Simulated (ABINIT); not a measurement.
# CdTe (F-43m) in ABINIT: further runs, part 2 of 2

ABINIT 10.8.3 (patched build). The steps go on from the part before.

## (4) Single point, LDA

The input, run.abi:

```
pp_dirpath "./"
pseudos "Te.hgh, Cd_sc.hgh"

acell 8.5652865883 8.5652865883 8.5652865883
rprim
     0.0000000000     0.7071067812     0.7071067812
     0.7071067812     0.0000000000     0.7071067812
     0.7071067812     0.7071067812     0.0000000000
ntypat 2
znucl 52 48
natom 2
typat 1 2
xcart
     9.0848583441     9.0848583441     9.0848583441
     0.0000000000     0.0000000000     0.0000000000

ecut 489.804952 eV

kptopt 1
ngkpt 5 5 5
nshiftk 1
shiftk 0.0 0.0 0.0

ixc 7

nband 13
occopt 3
tsmear 0.05 eV

nstep 100
tolvrs 1.0e-10

iomode 3
prtwf 0
prtden 0
prteig 0
prtebands 0
prtvol 2
```

Potentials or basis: HGH LDA semicore.

The run is started by

```sh
$ abinit run.abi > log 2>&1
```

run.abo:

```text
.Version 10.8.3 of ABINIT
 Symmetries : space group F-4 3 m (#216); Bravais cF (face-center cubic)
================================================================================
 Values of the parameters that define the memory need of the present run
     intxc =       0    ionmov =       0      iscf =       7    lmnmax =       7
     lnmax =       7     mgfft =      36  mpssoang =       3    mqgrid =    3001
     natom =       2  nloc_mem =       1    nspden =       1   nspinor =       1
    nsppol =       1      nsym =      24    n1xccc =       0    ntypat =       2
    occopt =       3   xclevel =       1
       mpw =        1628          nfft =       46656          nkpt =          10
================================================================================
================================================================================

--------------------------------------------------------------------------------
------------- Echo of variables that govern the present computation ------------
--------------------------------------------------------------------------------
 -outvars: echo values of preprocessed input variables --------
            acell      8.5652865883E+00  8.5652865883E+00  8.5652865883E+00 Bohr
              amu      1.27600000E+02  1.12411000E+02
             ecut      1.80000000E+01 Hartree
              ixc           7
         kptrlatt        5    0    0      0    5    0      0    0    5
          kptrlen      4.28264329E+01
            natom           2
            nband          13
            ngfft          36      36      36
             nkpt          10
            nstep         100
             nsym          24
           ntypat           2
           occopt           3
           prtden           0
        prtebands           0
           prteig           0
           prtvol           2
            prtwf           0
            rprim      0.0000000000E+00  7.0710678120E-01  7.0710678120E-01
                       7.0710678120E-01  0.0000000000E+00  7.0710678120E-01
                       7.0710678120E-01  7.0710678120E-01  0.0000000000E+00
          spgroup         216
           tolvrs      1.00000000E-10
           tsmear      1.83746611E-03 Hartree
            typat      1  2
           xangst      4.8074999967E+00  4.8074999967E+00  4.8074999967E+00
                      -8.5997566788E-11 -8.5997566788E-11 -8.5997566788E-11
[... 228 lines left out ...]
      occupation numbers for kpt#   8
   2.00000    2.00000    2.00000    2.00000    2.00000    2.00000    2.00000    2.00000
   2.00000    0.00000    0.00000    0.00000    0.00000
 kpt#   9, nband= 13, wtk=  0.09600, kpt= -0.4000  0.4000  0.0000 (reduced coord)
  -0.36052   -0.25139   -0.24935   -0.24775   -0.24511   -0.22329   -0.12885   -0.05688
  -0.02647    0.13638    0.18225    0.31552    0.32936
      occupation numbers for kpt#   9
   2.00000    2.00000    2.00000    2.00000    2.00000    2.00000    2.00000    2.00000
   2.00000    0.00000    0.00000    0.00000    0.00000
 kpt#  10, nband= 13, wtk=  0.19200, kpt= -0.4000  0.4000  0.2000 (reduced coord)
  -0.36183   -0.25307   -0.25049   -0.24736   -0.24279   -0.22641   -0.12259   -0.05392
  -0.02936    0.17842    0.19682    0.23276    0.31894
      occupation numbers for kpt#  10
   2.00000    2.00000    2.00000    2.00000    2.00000    2.00000    2.00000    2.00000
   2.00000    0.00000    0.00000    0.00000    0.00000
 Total charge density [el/Bohr^3]
)     Maximum=    8.8409E-01  at reduced coord.    0.0000    0.0278    0.8889
)Next maximum=    8.8409E-01  at reduced coord.    0.0278    0.0000    0.8889
)     Minimum=    1.5986E-05  at reduced coord.    0.0000    0.0000    0.0000
)Next minimum=    3.4954E-05  at reduced coord.    0.7500    0.7500    0.7222
   Integrated=    1.8000E+01

--- !EnergyTerms
iteration_state     : {dtset: 1, }
comment             : Components of total free energy in Hartree
kinetic             :  3.85053028334588E+01
hartree             :  1.65427729062476E+01
xc                  : -8.25608817109317E+00
Ewald energy        : -3.88319464119101E+01
psp_core            :  2.82038760340601E+00
local_psp           : -4.83109612696238E+01
non_local_psp       : -1.59412370339838E+01
internal            : -5.34717695434984E+01
'-kT*entropy'       : -6.90848451486421E-06
total_energy        : -5.34717764519829E+01
total_energy_eV     : -1.45504116229366E+03
band_energy         : -3.47253166438836E+00
...

 Cartesian components of stress tensor (hartree/bohr^3)
  sigma(1 1)=  5.50682607E-03  sigma(3 2)=  0.00000000E+00
  sigma(2 2)=  5.50682607E-03  sigma(3 1)=  0.00000000E+00
  sigma(3 3)=  5.50682607E-03  sigma(2 1)=  0.00000000E+00

-Cartesian components of stress tensor (GPa)         [Pressure= -1.6202E+02 GPa]
- sigma(1 1)=  1.62016417E+02  sigma(3 2)=  0.00000000E+00
- sigma(2 2)=  1.62016417E+02  sigma(3 1)=  0.00000000E+00
- sigma(3 3)=  1.62016417E+02  sigma(2 1)=  0.00000000E+00

== END DATASET(S) ==============================================================
================================================================================

 -outvars: echo values of variables after computation  --------
            acell      8.5652865883E+00  8.5652865883E+00  8.5652865883E+00 Bohr
           etotal     -5.3471776452E+01
            fcart     -0.0000000000E+00 -0.0000000000E+00 -0.0000000000E+00
                      -0.0000000000E+00 -0.0000000000E+00 -0.0000000000E+00
            rprim      0.0000000000E+00  7.0710678120E-01  7.0710678120E-01
                       7.0710678120E-01  0.0000000000E+00  7.0710678120E-01
                       7.0710678120E-01  7.0710678120E-01  0.0000000000E+00
           strten      5.5068260694E-03  5.5068260694E-03  5.5068260694E-03
                       0.0000000000E+00  0.0000000000E+00  0.0000000000E+00
           xangst      4.8074999967E+00  4.8074999967E+00  4.8074999967E+00
                      -8.5997566788E-11 -8.5997566788E-11 -8.5997566788E-11
             xred      7.4999999999E-01  7.4999999999E-01  7.4999999999E-01
                      -1.3416157074E-11 -1.3416157074E-11 -1.3416157074E-11
 Calculation completed.
```

Wall time 8.4 s (1 thread of Intel Xeon at 2.70GHz, shared host); peak memory 0.1 GiB.

What came out:

| Quantity | Value |
| --- | --- |
| Free energy | -1455.0412 eV |
| Band gap on the k mesh | 0.44 eV, direct |
| Valence electrons inside the program's atomic spheres | Te 2.16; Cd 9.10 |

Caveat: the cutoff is too short for stress, so the log's stress isn't used; spin-orbit coupling is left out, which moves the levels of the heavy elements; HGH potentials are hard and often keep d shells in the core, so these values are rough. Expect the measured gap to be larger: semilocal functionals such as LDA lack the derivative discontinuity.

## (5) Single point, LDA

Changes to run.abi since step 4:

```diff
@@ -1,4 +1,6 @@
+# Pseudopotentials
 pp_dirpath "./"
-pseudos "Te.hgh, Cd_sc.hgh"
+pseudos "Te.LDA_PW-JTH.xml, Cd.LDA_PW-JTH.xml"
 
+# Structure
 acell 8.5652865883 8.5652865883 8.5652865883
@@ -16,4 +18,7 @@
 
-ecut 489.804952 eV
+# Plane-wave basis
+ecut 12.0
+pawecutdg 24.0
 
+# k points
 kptopt 1
@@ -23,11 +28,15 @@
 
+# Exchange and correlation
 ixc 7
 
+# Bands and occupations
 nband 13
 occopt 3
-tsmear 0.05 eV
+tsmear 0.00183747
 
+# SCF cycle
 nstep 100
-tolvrs 1.0e-10
+tolvrs 1.0e-9
 
+# Output
 iomode 3
@@ -37,2 +46,2 @@
 prtebands 0
-prtvol 2
+enunit 1
```

Potentials or basis: JTH PAW LDA v2.0.

The run is started by

```sh
$ abinit run.abi > log 2>&1
```

It took 6.5 s on 1 thread of Intel Xeon at 2.70GHz, shared host; peak memory 0.1 GiB.

It converged, with:

```yaml
Free_energy: -1527.3990 eV
Band_gap_on_the_k_mesh: 0.61 eV, direct
Valence_electrons_inside_the_program's_atomic_spheres: Te 3.18; Cd 10.49
```

Levels at points of the mesh, in eV from the valence-band top:
```
           k point  band 7  band 8  band 9  band 10  band 11  band 12
(0.00, 0.00, 0.00)    0.00    0.00    0.00     0.61     4.52     4.52
```

Caveat: the cutoff is too short for stress, so the log's stress isn't used; spin-orbit coupling is left out, which moves the levels of the heavy elements. A hybrid or GW would open this gap; LDA tends to underestimate it.

## (6) Against experiment

Step 2. Measured gap of CdTe: 1.607 eV (0 K; a printed reference work, data compilation). This calculation gives 0.60 eV (-1.00 eV). So large a miss can be the level of theory's own, or it may mean another phase, state or a wrong row. Spin-orbit coupling on Cd, Te is left out. The value is that of LDA, without temperature or zero-point motion. Semilocal functionals fall short of measured gaps as a rule.
